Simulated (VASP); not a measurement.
# Be (P6_3/mmc) in VASP: a series of runs

The runs below take Be through single point, with LDA.

Program: VASP 6.6.1. These are calculated values, not measurements. Logs are shortened: lines on timing, memory, paths and dates and some standing lists are left out, and cuts for length are marked.

## 1. The structure

The structure is hexagonal, space group P6_3/mmc (No. 194). The conventional cell has a = 2.285 Å, b = 2.285 Å, c = 3.584 Å, α = 90.00°, β = 90.00°, γ = 120.00°. Be (site symmetry -6m2) has 12 Be at 2.23 to 2.29 Å as nearest neighbours.

## 2. Single point, LDA

INCAR

```
  ADDGRID = F
  ALGO = Normal
  EDIFF = 1E-6
  ENCUT = 400
  GGA = CA
  ISIF = 2
  ISMEAR = 1
  LASPH = T
  LCHARG = F
  LREAL = F
  LWAVE = F
  NELM = 100
  PREC = Accurate
  SIGMA = 0.2
```

KPOINTS

```
k-points
0
Gamma
  4 4 2
```

POSCAR

```
Be
1.0
    2.2853000000      0.0000000000      0.0000000000
   -1.1426500000      1.9791278553      0.0000000000
    0.0000000000      0.0000000000      3.5842000000
Be
2
Direct
    0.6666666667      0.3333333333      0.7500000000
    0.3333333333      0.6666666667      0.2500000000
```

Potentials or basis: VASP PAW LDA potentials, release 64 (Be).

Command:

```bash
> cat potpaw_LDA.64/Be/POTCAR > POTCAR
> mpirun -np 1 vasp_std > vasp.out
```

OUTCAR:

```text
EDIFF = 1E-6
   ENCUT = 400
   GGA = CA
   ISIF = 2
   ISMEAR = 1
   LASPH = T
   LREAL = F
   NELM = 100
   PREC = Accurate

 Found      8 irreducible k-points:

 Following reciprocal coordinates:
            Coordinates               Weight
  0.000000  0.000000  0.000000      1.000000
  0.250000 -0.000000  0.000000      6.000000
  0.500000 -0.000000  0.000000      3.000000
  0.250000  0.250000  0.000000      6.000000
  0.000000  0.000000  0.500000      1.000000
  0.250000 -0.000000  0.500000      6.000000
   k-points           NKPTS =      8   k-points in BZ     NKDIM =      8   number of bands    NBANDS=      6
   number of dos      NEDOS =    301   number of ions     NIONS =      2
   total plane-waves  NPLWV =   6144
   dimension x,y,z NGX =    16 NGY =   16 NGZ =   24
   dimension x,y,z NGXF=    32 NGYF=   32 NGZF=   48
   ions per type =               2
   NGX,Y,Z   is equivalent  to a cutoff of  11.64, 11.64, 11.13 a.u.
   NGXF,Y,Z  is equivalent  to a cutoff of  23.28, 23.28, 22.26 a.u.
 SYSTEM =  unknown system
   PREC   = accura    normal or accurate (medium, high low for compatibility)
   ISTART =      0    job   : 0-new  1-cont  2-samecut
   ICHARG =      2    charge: 1-file 2-atom 10-const
   ISPIN  =      1    spin polarized calculation?
   LNONCOLLINEAR =      F non collinear calculations
   LSORBIT =      F    spin-orbit coupling
   LASPH  =      T    aspherical Exc in radial PAW
   ENCUT  =  400.0 eV  29.40 Ry    5.42 a.u.   3.73  3.73  5.84*2*pi/ulx,y,z
   NELM   =    100;   NELMIN=  2; NELMDL= -5     # of ELM steps
   EDIFF  = 0.1E-05   stopping-criterion for ELM
[... 30 lines left out ...]
 non-spin polarized calculation
 Methfessel and Paxton  Order N= 1 SIGMA  =   0.20
  energy-cutoff  :      400.00
  volume of cell :       16.21
 maximum number of plane-waves:       300
 NGX is ok and might be reduce to    16
   NGX =  7   NGY =  7   NGZ = 11

 number of electron       4.0000000 magnetization

 Free energy of the ion-electron system (eV)
  ---------------------------------------------------
  ext. energy  EPLUGINS =         0.00000000
  ---------------------------------------------------
  free energy    TOTEN  =        -7.94408152 eV

  energy without entropy =       -7.94991131  energy(sigma->0) =       -7.94602478

 E-fermi :   7.5341     XC(G=0): -10.5369

 val. band max:        7.3475240824   @ k =   0.2500   0.2500   0.0000
 cond. band min:       7.7832124190   @ k =   0.0000   0.0000   0.0000
 fundamental gap:      0.4356883366
 Fermi energy:         7.5340534011

 k-point     1 :       0.0000    0.0000    0.0000
  band No.  band energies     occupation
      1      -4.4924      2.00000
      2       2.2673      2.00000
      3       7.7832     -0.07078
      4      21.9288      0.00000
      5      21.9288      0.00000
      6      24.7276      0.00000

 k-point     2 :       0.2500   -0.0000    0.0000
  band No.  band energies     occupation
      1      -2.7430      2.00000
      2       4.5549      2.00000
      3       7.9153     -0.02140
      4      14.4858      0.00000
      5      17.6948      0.00000
      6      22.0499      0.00000

 k-point     3 :       0.5000   -0.0000    0.0000
  band No.  band energies     occupation
      1       1.6710      2.00000
      2       3.5112      2.00000
      3      10.1088     -0.00000
      4      13.0075      0.00000
      5      13.2044      0.00000
      6      15.6094      0.00000

 k-point     4 :       0.2500    0.2500    0.0000
  band No.  band energies     occupation
      1       0.7812      2.00000
      2       7.3475      2.03330
      3       8.4042     -0.00000
      4       8.9788     -0.00000
      5      13.5302      0.00000
      6      16.7289      0.00000

 k-point     5 :       0.0000    0.0000    0.5000
  band No.  band energies     occupation
      1      -2.3722      2.00000
      2      -2.3722      2.00000
      3      17.1519      0.00000
      4      17.1519      0.00000
      5      23.5241      0.00000
      6      23.5241      0.00000

 k-point     6 :       0.2500   -0.0000    0.5000
  band No.  band energies     occupation
      1      -0.6081      2.00000
      2      -0.6081      2.00000
      3      15.0643      0.00000
      4      15.0643      0.00000
      5      19.4609      0.00000
      6      19.4609      0.00000

 [... further k-points ...]
[... 5 lines left out ...]
  --------------------------------------------------------------------------------------
  -------------------------------------------------------------------------------------
  Total       -0.8297926     -0.8297926     -0.2892999     -0.0000000     -0.0000000      0.0000000
  in kB      -82.0107573    -82.0107573    -28.5923325     -0.0000000     -0.0000000      0.0000000
  external PRESSURE =     -64.2046157 kB  Pullay stress =       0.0000000 kB

 VOLUME and BASIS-vectors are now :
 -----------------------------------------------------------------------------
  energy-cutoff  :      400.00
  volume of cell :       16.21
      direct lattice vectors                 reciprocal lattice vectors
     2.285300000  0.000000000  0.000000000     0.437579311  0.252636533  0.000000000
    -1.142650000  1.979127855  0.000000000     0.000000000  0.505273066  0.000000000
     0.000000000  0.000000000  3.584200000     0.000000000  0.000000000  0.279002288

 POSITION                                       TOTAL-FORCE (eV/Angst)
 -----------------------------------------------------------------------------------
      1.14265      0.65971      2.68815         0.000000      0.000000      0.000000
     -0.00000      1.31942      0.89605        -0.000000      0.000000      0.000000
 -----------------------------------------------------------------------------------
    total drift:                                0.000000     -0.000000      0.000000

  FREE ENERGIE OF THE ION-ELECTRON SYSTEM (eV)
  ---------------------------------------------------
  free  energy   TOTEN  =        -7.9440815166 eV

  energy  without entropy=       -7.9499113128  energy(sigma->0) =       -7.94602478
```

OSZICAR:

```text
N       E                     dE             d eps       ncg     rms          rms(c)
DAV:   1    -0.535841882862E+01   -0.53584E+01   -0.14308E+03    96   0.420E+02
DAV:   2    -0.798482834419E+01   -0.26264E+01   -0.26266E+01   144   0.397E+01
DAV:   3    -0.799355926517E+01   -0.87309E-02   -0.87317E-02   126   0.244E+00
DAV:   4    -0.799356068786E+01   -0.14227E-05   -0.14224E-05   138   0.327E-02
DAV:   5    -0.799356068888E+01   -0.10208E-08   -0.36339E-09   126   0.347E-04    0.128E+00
DAV:   6    -0.796002324615E+01    0.33537E-01   -0.27341E-03   102   0.438E-01    0.776E-01
DAV:   7    -0.794409118972E+01    0.15932E-01   -0.49138E-03   108   0.565E-01    0.172E-02
DAV:   8    -0.794408271672E+01    0.84730E-05   -0.13018E-05   126   0.387E-02    0.541E-03
DAV:   9    -0.794408152765E+01    0.11891E-05   -0.62396E-07    84   0.901E-03    0.428E-04
DAV:  10    -0.794408151664E+01    0.11009E-07   -0.99610E-09    66   0.115E-03
   1 F= -.79440815E+01 E0= -.79460248E+01  d E =0.582980E-02
```

It took 0.6 s on 1 thread of AMD EPYC 9R45 (Zen 5), shared host; peak memory 0.07 GiB.

The run converged, but some of its settings lie outside the range that counts as converged, so its numbers aren't taken as properties of the crystal.

What came out:

```yaml
Free_energy: -7.9441 eV
Pressure: -6.4 GPa
```

Caveat: the k mesh is coarse (spacing up to 0.88 Å⁻¹), so the values aren't converged; the mesh shows a gap though the element is a metal.

## 3. Single point, LDA

INCAR is that of step 2.

KPOINTS is that of step 2.

POSCAR

```
Be
1.0
    2.2853000000      0.0000000000      0.0000000000
   -1.1426500000      1.9791278553      0.0000000000
    0.0000000000      0.0000000000      3.5842000000
Be
2
Direct
    0.6556040000      0.3139550000      0.7387090000
    0.3030700000      0.6820070000      0.2728280000
```

Potentials or basis: VASP PAW LDA potentials, release 64 (Be).

Command:

```bash
> cat potpaw_LDA.64/Be/POTCAR > POTCAR
> mpirun -np 1 vasp_std > vasp.out
```

OUTCAR:

```text
EDIFF = 1E-6
   ENCUT = 400
   GGA = CA
   ISIF = 2
   ISMEAR = 1
   LASPH = T
   LREAL = F
   NELM = 100
   PREC = Accurate

 Found     20 irreducible k-points:

 Following reciprocal coordinates:
            Coordinates               Weight
  0.000000  0.000000  0.000000      1.000000
  0.250000 -0.000000  0.000000      2.000000
  0.000000  0.250000  0.000000      2.000000
 -0.250000  0.250000  0.000000      2.000000
  0.500000 -0.000000  0.000000      1.000000
  0.000000  0.500000  0.000000      1.000000
   k-points           NKPTS =     20   k-points in BZ     NKDIM =     20   number of bands    NBANDS=      6
   number of dos      NEDOS =    301   number of ions     NIONS =      2
   total plane-waves  NPLWV =   6144
   dimension x,y,z NGX =    16 NGY =   16 NGZ =   24
   dimension x,y,z NGXF=    32 NGYF=   32 NGZF=   48
   ions per type =               2
   NGX,Y,Z   is equivalent  to a cutoff of  11.64, 11.64, 11.13 a.u.
   NGXF,Y,Z  is equivalent  to a cutoff of  23.28, 23.28, 22.26 a.u.
 SYSTEM =  unknown system
   PREC   = accura    normal or accurate (medium, high low for compatibility)
   ISTART =      0    job   : 0-new  1-cont  2-samecut
   ICHARG =      2    charge: 1-file 2-atom 10-const
   ISPIN  =      1    spin polarized calculation?
[... 51 lines left out ...]
  free energy    TOTEN  =        -7.87335744 eV

  energy without entropy =       -7.88208326  energy(sigma->0) =       -7.87626605

 E-fermi :   7.5393     XC(G=0): -10.5292

 val. band max:        7.3338711364   @ k =   0.5000   0.2500   0.0000
 cond. band min:       7.6971679977   @ k =   0.0000   0.0000   0.0000
 fundamental gap:      0.3632968613
 Fermi energy:         7.5393039429

 k-point     1 :       0.0000    0.0000    0.0000
  band No.  band energies     occupation
      1      -4.5037      2.00000
      2       2.3039      2.00000
      3       7.6972      0.02547
      4      21.5295      0.00000
      5      22.2740      0.00000
      6      24.1558      0.00000
[... 37 lines left out ...]
 k-point     6 :       0.0000    0.5000    0.0000
  band No.  band energies     occupation
      1       1.7572      2.00000
      2       3.2399      2.00000
      3      10.3967     -0.00000
      4      12.5593      0.00000
      5      13.7223      0.00000
      6      15.6045      0.00000

 [... further k-points ...]
[... 5 lines left out ...]
  --------------------------------------------------------------------------------------
  -------------------------------------------------------------------------------------
  Total       -1.1807337     -0.3751506      0.0304928      0.5214246      0.1144325     -0.1172651
  in kB     -116.6952699    -37.0771974      3.0136923     51.5338711     11.3096919    -11.5896386
  external PRESSURE =     -50.2529250 kB  Pullay stress =       0.0000000 kB

 VOLUME and BASIS-vectors are now :
 -----------------------------------------------------------------------------
  energy-cutoff  :      400.00
  volume of cell :       16.21
      direct lattice vectors                 reciprocal lattice vectors
     2.285300000  0.000000000  0.000000000     0.437579311  0.252636533  0.000000000
    -1.142650000  1.979127855  0.000000000     0.000000000  0.505273066  0.000000000
     0.000000000  0.000000000  3.584200000     0.000000000  0.000000000  0.279002288

 POSITION                                       TOTAL-FORCE (eV/Angst)
 -----------------------------------------------------------------------------------
      1.13951      0.62136      2.64768        -0.232739      0.221527      0.886112
     -0.08669      1.34978      0.97787         0.232739     -0.221527     -0.886112
 -----------------------------------------------------------------------------------
    total drift:                                0.000000      0.000000     -0.000000

  FREE ENERGIE OF THE ION-ELECTRON SYSTEM (eV)
  ---------------------------------------------------
  free  energy   TOTEN  =        -7.8733574426 eV

  energy  without entropy=       -7.8820832604  energy(sigma->0) =       -7.87626605
```

OSZICAR:

```text
N       E                     dE             d eps       ncg     rms          rms(c)
DAV:   1    -0.419813057068E+01   -0.41981E+01   -0.15351E+03   246   0.440E+02
DAV:   2    -0.793298134682E+01   -0.37349E+01   -0.36698E+01   342   0.442E+01
DAV:   3    -0.796866295246E+01   -0.35682E-01   -0.35252E-01   342   0.388E+00
DAV:   4    -0.796853093438E+01    0.13202E-03   -0.42507E-04   324   0.890E-02
DAV:   5    -0.796853094774E+01   -0.13359E-07   -0.12816E-07   330   0.104E-03    0.147E+00
DAV:   6    -0.789572335507E+01    0.72808E-01   -0.92838E-02   294   0.136E+00    0.828E-01
DAV:   7    -0.787454780438E+01    0.21176E-01   -0.44786E-02   318   0.101E+00    0.234E-01
DAV:   8    -0.787335935215E+01    0.11885E-02   -0.15685E-03   276   0.298E-01    0.973E-03
DAV:   9    -0.787335793873E+01    0.14134E-05   -0.33681E-05   372   0.375E-02    0.479E-03
DAV:  10    -0.787335744262E+01    0.49611E-06   -0.85537E-07   258   0.833E-03
   1 F= -.78733574E+01 E0= -.78762660E+01  d E =0.872582E-02
```

It took 0.8 s on 1 thread of AMD EPYC 9R45 (Zen 5), shared host; peak memory 0.07 GiB.

These settings aren't checked as converged: the numbers below hold their error.

What came out:

```yaml
Free_energy: -7.8734 eV
Pressure: -5.0 GPa
Largest_force: 0.943 eV/Å
```

Caveat: the k mesh is coarse (spacing up to 0.88 Å⁻¹), so the values aren't converged; the mesh shows a gap though the element is a metal.

## 4. Single point, LDA

INCAR: that of step 3 with these lines changed.

```diff
@@ -3,3 +3,3 @@
   EDIFF = 1E-6
-  ENCUT = 400
+  ENCUT = 460
   GGA = CA
```

KPOINTS is that of step 3.

POSCAR

```
Be
1.0
    2.2853000000      0.0000000000      0.0000000000
   -1.1426500000      1.9791278553      0.0000000000
    0.0000000000      0.0000000000      3.5842000000
Be
2
Direct
    0.6666666667      0.3333333333      0.7500000000
    0.3333333333      0.6666666667      0.2500000000
```

Command:

```bash
> cat potpaw_LDA.64/Be/POTCAR > POTCAR
> mpirun -np 1 vasp_std > vasp.out
```

Wall time 0.6 s (1 thread of AMD EPYC 9R45 (Zen 5), shared host); peak memory 0.07 GiB.

These settings aren't checked as converged: the numbers below hold their error.

What came out:

```yaml
Free_energy: -7.9451 eV
Pressure: -6.4 GPa
```

Caveat: the k mesh is coarse (spacing up to 0.88 Å⁻¹), so the values aren't converged; the mesh shows a gap though the element is a metal.

## 5. Single point, LDA

INCAR is that of step 4.

KPOINTS is that of step 4.

POSCAR

```
Be
1.0
    2.2853000000      0.0000000000      0.0000000000
   -1.1426500000      1.9791278553      0.0000000000
    0.0000000000      0.0000000000      3.5842000000
Be
2
Direct
    0.6556040000      0.3139550000      0.7387090000
    0.3030700000      0.6820070000      0.2728280000
```

Command:

```bash
> cat potpaw_LDA.64/Be/POTCAR > POTCAR
> mpirun -np 1 vasp_std > vasp.out
```

Wall time 0.8 s (1 thread of AMD EPYC 9R45 (Zen 5), shared host); peak memory 0.08 GiB.

These settings aren't checked as converged: the numbers below hold their error.

What came out:

```yaml
Free_energy: -7.8744 eV
Pressure: -5.0 GPa
Largest_force: 0.943 eV/Å
```

Caveat: the k mesh is coarse (spacing up to 0.88 Å⁻¹), so the values aren't converged; the mesh shows a gap though the element is a metal.

## 6. The reference run

An earlier run on the cell as given: functional PBE; potentials or basis VASP PAW PBE potentials, release 64 (Be); cutoff 520 eV; k mesh 13 × 13 × 8; occupations fermi-dirac, width 0.05 eV; no spin polarisation.

* Pressure: -2.7 GPa
* Band gap on the k mesh: none (metal or under the smearing width)
